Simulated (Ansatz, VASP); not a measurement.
# One calculation of P, two programs

```
P
1.0
     2.43735    0.00000    0.00000
     0.00000    2.43735    0.00000
     0.00000    0.00000    2.43735
P
1
Direct
  0.00000 0.00000 0.00000
```

Alike in both runs: functional r2SCAN; k mesh 18 × 18 × 18; occupations gaussian, width 0.1 eV; no spin polarisation.

Ansatz relaxed the structure, and its values are those at the end. VASP's run is a single point on that final structure, the one shown.

|  | VASP | Ansatz |
| --- | --- | --- |
| version | VASP 6.6.1 | Ansatz 0.2.0 |
| potentials or method | VASP PAW PBE potentials, release 64 (P) | scalar-relativistic, plane waves, PAW |
| plane-wave cutoff (eV) | 520 | 500 |
| valence electrons in the cell | 5 | 5 |

|  | VASP | Ansatz | Ansatz less VASP |
| --- | --- | --- | --- |
| gap on the k mesh at the Fermi level (eV) | none | none | - |
| pressure (GPa) | -0.4 | 0.0 | +0.43 |

A gap of «none» marks a metal or a gap that the smearing closes. The functional is the same, so the differences come from potentials, cutoffs and numerics.

Caveats: the PAW data sets were made with another functional, which shifts forces and pressure a little (VASP).
